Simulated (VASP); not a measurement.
# WS2 (Tungstenite) (P6_3/mmc) in VASP: settings compared, part 2 of 2

VASP 6.6.1. The steps go on from the part before.

## 3. Band structure, PBE

File INCAR:

```
SYSTEM = WS2
  PREC = Accurate
  ENCUT = 520
  EDIFF = 1E-7
  ISMEAR = 0
  SIGMA = 0.03
  LREAL = .False.
  LASPH = .True.
  NELM = 80
  ALGO = Normal
  ISIF = 2
  LWAVE = .False.
  LCHARG = .False.
  LMAXMIX = 4
  GGA = PE
  KPAR = 2
```

File KPOINTS:

```
Automatic mesh
0
Gamma
  12 12 3
  0 0 0
```

File POSCAR:

```
WS2                                     
1.0
    3.1541041060     -0.0000000000     -0.0000000000
   -1.5770520530      2.7315342820      0.0000000000
   -0.0000000000     -0.0000000000     12.1422919333
  W               S             
     2     4
Direct
     0.3333333332999970    0.6666666667000030    0.2500000000000000
     0.6666666667000030    0.3333333332999970    0.7500000000000000
     0.3333333332999970    0.6666666667000030    0.6203012366569965
     0.6666666667000030    0.3333333332999970    0.1203012366569965
     0.3333333332999970    0.6666666667000030    0.8796987633430035
     0.6666666667000030    0.3333333332999970    0.3796987633430035
```

File KPOINTS_OPT:

```
explicit points
168
Reciprocal
 0.0000000000  0.0000000000  0.0000000000 1
 0.0555555556  0.0000000000  0.0000000000 1
 0.1111111111  0.0000000000  0.0000000000 1
 0.1666666667  0.0000000000  0.0000000000 1
 0.2222222222  0.0000000000  0.0000000000 1
 0.2777777778  0.0000000000  0.0000000000 1
[... 160 lines left out ...]
 0.5000000000  0.0000000000  0.0696302900 1
 0.5000000000  0.0000000000 -0.0696302900 1
```

Potentials or basis: VASP PAW PBE potentials, release 64 (W_sv, S).

Run with:

```bash
> cat potpaw_PBE.64/W_sv/POTCAR potpaw_PBE.64/S/POTCAR > POTCAR
> mpirun -np 2 vasp_std > vasp.out
```

OUTCAR:

```text
SYSTEM = WS2
   PREC = Accurate
   ENCUT = 520
   EDIFF = 1E-7
   ISMEAR = 0
   LREAL = .False.
   LASPH = .True.
   NELM = 80
   ISIF = 2
   GGA = PE

 ion  position               nearest neighbor table
   1  0.333  0.667  0.250-   4 2.41   6 2.41   4 2.41   6 2.41   4 2.41   6 2.41
   2  0.667  0.333  0.750-   3 2.41   5 2.41   3 2.41   5 2.41   3 2.41   5 2.41
   3  0.333  0.667  0.620-   2 2.41   2 2.41   2 2.41
   4  0.667  0.333  0.120-   1 2.41   1 2.41   1 2.41
   5  0.333  0.667  0.880-   2 2.41   2 2.41   2 2.41
   6  0.667  0.333  0.380-   1 2.41   1 2.41   1 2.41

  LATTYP: Found a hexagonal cell.
 ALAT       =     3.1541041060
 C/A-ratio  =     3.8496801390

  Lattice vectors:

 A1 = (   3.1541041060,   0.0000000000,   0.0000000000)
 A2 = (  -1.5770520530,   2.7315342820,   0.0000000000)
 A3 = (   0.0000000000,   0.0000000000,  12.1422919333)

Analysis of symmetry for initial positions (statically):
=====================================================================
 Subroutine PRICEL returns:
 Original cell was already a primitive cell.

 Routine SETGRP: Setting up the symmetry group for a
 hexagonal supercell.

 Subroutine GETGRP returns: Found 24 space group operations
 (whereof 12 operations were pure point group operations)
 out of a pool of 24 trial point group operations.

The static configuration has the point symmetry D_3d.
 The point group associated with its full space group is D_6h.

Analysis of symmetry for dynamics (positions and initial velocities):
=====================================================================
 Subroutine PRICEL returns:
 Original cell was already a primitive cell.

 Routine SETGRP: Setting up the symmetry group for a
 hexagonal supercell.

 Subroutine GETGRP returns: Found 24 space group operations
 (whereof 12 operations were pure point group operations)
 out of a pool of 24 trial point group operations.

The dynamic configuration has the point symmetry D_3d.
 The point group associated with its full space group is D_6h.

 Subroutine INISYM returns: Found 24 space group operations
 (whereof 12 operations are pure point group operations),
 and found     1 'primitive' translations

----------------------------------------------------------------------------------------

                                     Primitive cell

  volume of cell :     104.6124

  direct lattice vectors                    reciprocal lattice vectors
     3.154104106  0.000000000  0.000000000     0.317047240  0.183047309  0.000000000
    -1.577052053  2.731534282  0.000000000     0.000000000  0.366094618  0.000000000
     0.000000000  0.000000000 12.142291933     0.000000000  0.000000000  0.082356775

  length of vectors
     3.154104106  3.154104106 12.142291933     0.366094618  0.366094618  0.082356775

  position of ions in fractional coordinates (direct lattice)
     0.333333333  0.666666667  0.250000000
     0.666666667  0.333333333  0.750000000
     0.333333333  0.666666667  0.620301237
     0.666666667  0.333333333  0.120301237
     0.333333333  0.666666667  0.879698763
     0.666666667  0.333333333  0.379698763

  ion indices of the primitive-cell ions
   primitive index   ion index
                 1           1
                 2           2
                 3           3
                 4           4
[... 34 lines left out ...]
  0.250000  0.000000  0.000000      6.000000
  0.333333 -0.000000  0.000000      6.000000
  0.416667  0.000000  0.000000      6.000000
[... 16 lines left out ...]
  0.250000  0.000000  0.333333     12.000000
  0.333333 -0.000000  0.333333     12.000000
 [... further k-points ...]
   k-points           NKPTS =     38   k-points in BZ     NKDIM =     38   number of bands    NBANDS=     31
   number of dos      NEDOS =    301   number of ions     NIONS =      6
   total plane-waves  NPLWV =  51840
   dimension x,y,z NGX =    24 NGY =   24 NGZ =   90
   dimension x,y,z NGXF=    48 NGYF=   48 NGZF=  180
   ions per type =               2   4
   NGX,Y,Z   is equivalent  to a cutoff of  12.65, 12.65, 12.32 a.u.
   NGXF,Y,Z  is equivalent  to a cutoff of  25.30, 25.30, 24.64 a.u.
 SYSTEM =  WS2
   PREC   = accura    normal or accurate (medium, high low for compatibility)
   ISTART =      0    job   : 0-new  1-cont  2-samecut
   ICHARG =      2    charge: 1-file 2-atom 10-const
   ISPIN  =      1    spin polarized calculation?
   LNONCOLLINEAR =      F non collinear calculations
   LSORBIT =      F    spin-orbit coupling
   LASPH  =      T    aspherical Exc in radial PAW
   ENCUT  =  520.0 eV  38.22 Ry    6.18 a.u.   5.86  5.86 22.58*2*pi/ulx,y,z
   NELM   =     80;   NELMIN=  2; NELMDL= -5     # of ELM steps
   EDIFF  = 0.1E-06   stopping-criterion for ELM
   LREAL  =      F    real-space projection
   EDIFFG = 0.1E-05   stopping-criterion for IOM
   NSW    =      0    number of steps for IOM
   IBRION =     -1    ionic relax: 0-MD 1-quasi-New 2-CG
   NFREE  =      0    steps in history (QN), initial steepest desc. (CG)
   ISIF   =      2    stress and relaxation
   ISYM   =      2    0-nonsym 1-usesym 2-fastsym
   POTIM  = 0.5000    time-step for ionic-motion
   TEBEG  =    0.0;   TEEND  =   0.0 temperature during run
   PSTRESS=    0.0 pullay stress
   NELECT =      52.0000    total number of electrons
   NUPDOWN=      -1.0000    fix difference up-down
   EMIN   =  10.00;   EMAX   =-10.00  energy-range for DOS
   EFERMI =   0.00;   METHOD = LEGACY
   ISMEAR =     0;   SIGMA  =   0.03  broadening in eV -4-tet -1-fermi 0-gaus
   EFERMI_NEDOS =   21; number of points for ismear=-14 and -15
   IALGO  =     38    algorithm
   IMIX   =      4    mixing-type and parameters
     AMIX     =   0.40;   BMIX     =  1.00
     AMIX_MAG =   1.60;   BMIX_MAG =  1.00
  volume/ion in A,a.u.               =      17.44       117.66
  Fermi-wavevector in a.u.,A,eV,Ry     =   1.296825  2.450645 22.881680  1.681756
  Thomas-Fermi vector in A             =   2.428257
   LORBIT       =      0    0 simple, 1 ext, 2 COOP (PROOUT), +10 PAW based schemes
   GGA     = PE    functional components
   LHFCALC =     F    Hartree Fock is set to
   AEXX    =    0.0000 exact exchange contribution
   IVDW    =     0    specifies the selected vdW correction
   LEPSILON=     F    determine dielectric tensor
   LRPA    =     F    only Hartree local field effects (RPA)
 non-spin polarized calculation
 Gauss-broadening in eV      SIGMA  =   0.03
  energy-cutoff  :      520.00
  volume of cell :      104.61
 maximum number of plane-waves:      2838
 NGX is ok and might be reduce to    24
   NGX = 11   NGY = 11   NGZ = 45

 number of electron      51.9999998 magnetization

 Free energy of the ion-electron system (eV)
  ---------------------------------------------------
  ext. energy  EPLUGINS =         0.00000000
  ---------------------------------------------------
  free energy    TOTEN  =       -47.18955792 eV

  energy without entropy =      -47.18955792  energy(sigma->0) =      -47.18955792

 E-fermi :   7.9231     XC(G=0): -11.0777

 val. band max:        7.7283460838   @ k =   0.0000   0.0000   0.0000
 cond. band min:       8.6355324786   @ k =   0.1667   0.1667   0.0000
 fundamental gap:      0.9071863948
 Fermi energy:         7.9230776000

 k-point     1 :       0.0000    0.0000    0.0000
  band No.  band energies     occupation
      1     -66.9207      2.00000
      2     -66.9207      2.00000
      3     -31.1781      2.00000
      4     -31.1781      2.00000
      5     -31.0000      2.00000
      6     -31.0000      2.00000
[... 805 lines left out ...]
     30       9.8831      0.00000
     31      10.7614      0.00000

 [... further k-points ...]

------------------------ aborting loop because EDIFF is reached ----------------------------------------

  FORCE on cell =-STRESS in cart. coord.  units (eV):
  Direction    XX          YY          ZZ          XY          YZ          ZX
  --------------------------------------------------------------------------------------
  -------------------------------------------------------------------------------------
  Total        2.6738371      2.6738371      2.7511348      0.0000000      0.0000000      0.0000000
  in kB       40.9507796     40.9507796     42.1346224      0.0000000      0.0000000      0.0000000
  external PRESSURE =      41.3453939 kB  Pullay stress =       0.0000000 kB

 VOLUME and BASIS-vectors are now :
 -----------------------------------------------------------------------------
  energy-cutoff  :      520.00
  volume of cell :      104.61
      direct lattice vectors                 reciprocal lattice vectors
     3.154104106  0.000000000  0.000000000     0.317047240  0.183047309  0.000000000
    -1.577052053  2.731534282  0.000000000     0.000000000  0.366094618  0.000000000
     0.000000000  0.000000000 12.142291933     0.000000000  0.000000000  0.082356775

 POSITION                                       TOTAL-FORCE (eV/Angst)
 -----------------------------------------------------------------------------------
     -0.00000      1.82102      3.03557        -0.000000      0.000000     -0.000000
      1.57705      0.91051      9.10672         0.000000     -0.000000     -0.000000
     -0.00000      1.82102      7.53188         0.000000      0.000000      0.009541
      1.57705      0.91051      1.46073        -0.000000     -0.000000      0.009541
     -0.00000      1.82102     10.68156        -0.000000      0.000000     -0.009541
      1.57705      0.91051      4.61041         0.000000      0.000000     -0.009541
 -----------------------------------------------------------------------------------
    total drift:                               -0.000000      0.000000     -0.000000

  FREE ENERGIE OF THE ION-ELECTRON SYSTEM (eV)
  ---------------------------------------------------
  free  energy   TOTEN  =       -47.1895579231 eV

  energy  without entropy=      -47.1895579231  energy(sigma->0) =      -47.18955792
```

It took 3.1 min on 2 MPI ranks of Intel Xeon Platinum 8559C (Emerald Rapids), shared host; peak memory 0.3 GiB.

What came out:

| Property | Result |
| --- | --- |
| Free energy | -47.1896 eV |
| Pressure | 4.1 GPa |
| Largest force | 0.010 eV/Å |
| Band gap on the k mesh | 0.91 eV, indirect (least direct gap 1.83 eV) |
| Band gap along the path | 0.91 eV, indirect (least direct gap 1.83 eV) |

Forces in eV/Å, atoms in the order of the input:
```
W    0.000  0.000  0.000
W    0.000  0.000  0.000
S    0.000  0.000  0.010
S    0.000  0.000  0.010
S    0.000  0.000 -0.010
S    0.000  0.000 -0.010
```

Levels at the corners of the path, in eV from the valence-band top:
| point | band 22 | band 23 | band 24 | band 25 | band 26 | band 27 | band 28 | band 29 | band 30 | band 31 |
| --- | --- | --- | --- | --- | --- | --- | --- | --- | --- | --- |
| Γ | -2.20 | -2.20 | -1.42 | -1.28 | 0.00 | 2.26 | 2.27 | 2.28 | 2.28 | 2.28 |
| M | -2.80 | -2.03 | -1.78 | -1.78 | -1.56 | 2.29 | 2.34 | 2.55 | 2.88 | 3.07 |
| M | -2.80 | -2.03 | -1.78 | -1.78 | -1.56 | 2.29 | 2.34 | 2.55 | 2.88 | 3.07 |
| K | -4.25 | -2.95 | -2.95 | -0.80 | -0.55 | 1.28 | 1.28 | 1.92 | 3.27 | 3.28 |
| K | -4.25 | -2.95 | -2.95 | -0.80 | -0.55 | 1.28 | 1.28 | 1.92 | 3.27 | 3.29 |
| Γ | -2.20 | -2.20 | -1.42 | -1.28 | 0.00 | 2.26 | 2.27 | 2.28 | 2.28 | 2.28 |
| Γ | -2.20 | -2.20 | -1.42 | -1.28 | 0.00 | 2.26 | 2.27 | 2.28 | 2.28 | 2.28 |
| A | -2.24 | -2.24 | -2.24 | -0.31 | -0.31 | 2.25 | 2.25 | 2.25 | 2.25 | 2.42 |
| A | -2.24 | -2.24 | -2.24 | -0.31 | -0.31 | 2.25 | 2.25 | 2.25 | 2.25 | 2.42 |
| L | -2.96 | -1.90 | -1.90 | -1.65 | -1.65 | 2.31 | 2.31 | 2.75 | 2.75 | 3.40 |
| L | -2.96 | -1.90 | -1.90 | -1.65 | -1.65 | 2.31 | 2.31 | 2.75 | 2.75 | 3.40 |
| H | -3.78 | -3.18 | -3.18 | -0.69 | -0.69 | 1.28 | 1.28 | 2.52 | 2.52 | 3.38 |
| H | -3.78 | -3.18 | -3.18 | -0.69 | -0.69 | 1.28 | 1.28 | 2.52 | 2.52 | 3.38 |
| A | -2.24 | -2.24 | -2.24 | -0.31 | -0.31 | 2.25 | 2.25 | 2.25 | 2.26 | 2.42 |
| L | -2.96 | -1.90 | -1.90 | -1.65 | -1.65 | 2.31 | 2.31 | 2.75 | 2.75 | 3.40 |
| M | -2.80 | -2.03 | -1.78 | -1.78 | -1.56 | 2.29 | 2.34 | 2.55 | 2.88 | 3.07 |
| K | -4.25 | -2.95 | -2.95 | -0.80 | -0.55 | 1.28 | 1.28 | 1.92 | 3.27 | 3.30 |
| H | -3.78 | -3.18 | -3.18 | -0.69 | -0.69 | 1.28 | 1.28 | 2.52 | 2.52 | 3.38 |

Caveat: spin-orbit coupling is left out, which moves the levels of the heavy elements; this functional lacks dispersion, which binds the layers, so the pressure and a relaxed spacing across them are unreliable.
